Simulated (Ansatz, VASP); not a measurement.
# MgS: VASP beside Ansatz

```xyz
2
Lattice="0.0000 2.6015 2.7087 2.6015 0.0000 2.7087 2.6015 2.6015 0.0000" Properties=species:S:1:pos:R:3 pbc="T T T"
Mg    0.0000    0.0000    0.0000
S     2.6015    2.6015    2.7087
```

Change from the starting cell: uniaxial_z strain +4.1%.

Alike in both runs: task single point; functional r2SCAN; k mesh 8 × 8 × 8; no spin polarisation.

|  | VASP | Ansatz |
| --- | --- | --- |
| version | VASP 6.6.1 | Ansatz 0.2.0 |
| potentials or method | VASP PAW PBE potentials, release 64 (Mg, S) | plane waves, PAW |
| plane-wave cutoff (eV) | 520 | 500 |
| occupations | gaussian, width 0.01 eV | fixed |
| valence electrons in the cell | 8 | 16 |

|  | VASP | Ansatz | Ansatz less VASP |
| --- | --- | --- | --- |
| gap on the k mesh at the Fermi level (eV) | 3.18 | 3.21 | +0.031 |
| pressure (GPa) | -3.2 | -2.7 | +0.44 |
| largest component of the traceless stress (GPa) | 2.09 | 2.14 | +0.054 |

The two sets of potentials don't hold the same shells in valence.

Caveats: the PAW data sets were made with another functional, which shifts forces and pressure a little (VASP). A k mesh can miss the band edges.
